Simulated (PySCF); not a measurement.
**Reproducing measurements on maleic anhydride**

**The experiment to reproduce.**

From NIST CCCBDB Release 22 (SRD 101), experimental dipoles, for the gas: dipole moment (microwave Stark effect, vibrational ground state) 4.141 ± 0.022 D.

The results are set against them at the end.

Compound: maleic anhydride, C4H2O3.
Atom-mapped SMILES: `[O:1]=[C:2]1[CH:3]=[CH:4][C:5](=[O:6])[O:7]1` (hydrogens: H8 on C3; H9 on C4)

Geometry (PBE0-D3(BJ)/def2-SVP, Å), atoms numbered from 1 in this order:
```
atom  x, y, z in Å
O1    -2.2129   -1.1438   -0.2074
C2    -1.1148   -0.6951   -0.2774
C3    -0.6740    0.7070   -0.5186
C4     0.6611    0.7213   -0.5199
C5     1.1327   -0.6710   -0.2803
O6     2.2403   -1.0961   -0.2140
O7     0.0175   -1.4644   -0.1376
H8    -1.3810    1.5225   -0.6613
H9     1.3501    1.5521   -0.6638
```

Runs made with PySCF (gas phase, on this PBE0-D3(BJ)/def2-SVP geometry; no spin–orbit coupling):

```tsv
level	job	basis functions
B97-D/pcSseg-2	shieldings	280
KT2/pcSseg-2	shieldings	280
KT3/pcSseg-2	shieldings	280
PBE0/aug-cc-pVDZ	10 singlets by full TDDFT, 4 Tamm–Dancoff triplets, polarisability	179
PBE0/cc-pVTZ	shieldings, charges and field gradients	238
LDA/pcSseg-2	shieldings, ring-centre shieldings	280
PBE0/STO-3G	shieldings, ring-centre shieldings, charges and field gradients	37
CAM-B3LYP/def2-SVPD	10 singlets by full TDDFT, 4 Tamm–Dancoff triplets, polarisability, ΔSCF ions	165
PBE/def2-SVPD	10 singlets by full TDDFT, 4 Tamm–Dancoff triplets, polarisability, ΔSCF ions	165
wB97X-D/def2-SVPD	10 singlets by full TDDFT, 4 Tamm–Dancoff triplets, polarisability, ΔSCF ions	165
PBE0/6-31+G*	10 singlets by full TDDFT, 4 Tamm–Dancoff triplets, polarisability	130
PBE0/def2-TZVPD	10 singlets by full TDDFT, 4 Tamm–Dancoff triplets, polarisability	286
```

All basis functions are spherical.

**Comparison with experiment**

**Dipole moment.** Measured: 4.141 D (NIST CCCBDB Release 22 (SRD 101), experimental dipoles).

```tsv
level	computed (D)	computed − measured (D)	% (from the printed values)
B97-D/pcSseg-2	3.989	-0.152	-4
KT2/pcSseg-2	3.989	-0.152	-4
KT3/pcSseg-2	3.950	-0.191	-5
PBE0/aug-cc-pVDZ	4.163	+0.022	+1
PBE0/cc-pVTZ	4.044	-0.097	-2
LDA/pcSseg-2	4.053	-0.088	-2
PBE0/STO-3G	2.576	-1.565	-38
CAM-B3LYP/def2-SVPD	4.326	+0.185	+4
PBE/def2-SVPD	3.969	-0.172	-4
wB97X-D/def2-SVPD	4.272	+0.131	+3
PBE0/6-31+G*	4.297	+0.156	+4
PBE0/def2-TZVPD	4.142	+0.001	0
```

12 of the 34 levels run are shown, the closest and the furthest among them. Closest is PBE0/def2-TZVPD (+0.001 D), furthest PBE0/STO-3G (-1.565 D); one molecule doesn't rank methods. The computed dipoles belong to one fixed geometry; measured ones are averaged over vibrations unless marked μe. Magnitudes are compared, not signs.

The geometry is computed, not the measured one. Where a level misses, the cause wasn't examined.
